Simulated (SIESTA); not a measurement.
## WC under changes of volume

One of the cells (10.542 Å³/atom); the others are scaled copies at fixed shape and fractional positions:

```
W C
1.0
     0.00000    2.19268    2.19268
     2.19268    0.00000    2.19268
     2.19268    2.19268    0.00000
W C
1 1
Direct
  0.00000 0.00000 0.00000
  0.50000 0.50000 0.50000
```

Measurements of this composition are mostly on another form, of space group No. 187.

```yaml
Program: SIESTA 5.4.2
Functional: PBEsol
Potentials_or_basis: PseudoDojo 0.4 standard (PBEsol files)
Basis: DZP (energy shift 0.003 Ry; two zetas on semicore shells)
Grid_cutoff: 800 Ry
Energy_shift: 0.003 Ry
k_mesh: 10 × 10 × 10
Occupations: fermi-dirac, width 0.05 eV
Spin: no spin polarisation
```

| volume (Å³/atom) | energy over the lowest point (meV/atom) | pressure (GPa) |
| --- | --- | --- |
| 9.910 | 45.49 | 24.6 |
| 10.120 | 19.18 | 15.6 |
| 10.331 | ? | ? |
| 10.542 | 0.00 | -0.5 |
| 10.753 | 5.24 | -7.4 |
| 10.964 | 19.28 | -13.7 |
| 11.175 | 41.41 | -19.7 |

**Question.** What does the run at 10.331 Å³/atom give?

**Answer.** Energy over the lowest point 4.36 meV/atom; pressure 7.2 GPa.

Worked out: A Birch-Murnaghan fit of order 3 (a polynomial in V^(-2/3)) to the other rows has its minimum at 10.53 Å³/atom with B0 = V·E''(V) = 366 GPa and B' = 3.5. It gives 4.32 meV/atom at 10.331 Å³/atom, against the run's 4.36, and -dE/dV = 7.2 GPa, against 7.2.

Energies are extrapolated to zero smearing.

Caveats: short orbitals over semicore shells can move pressures by several GPa; the basis of atomic orbitals isn't converged, which shifts pressures, moduli and gaps.
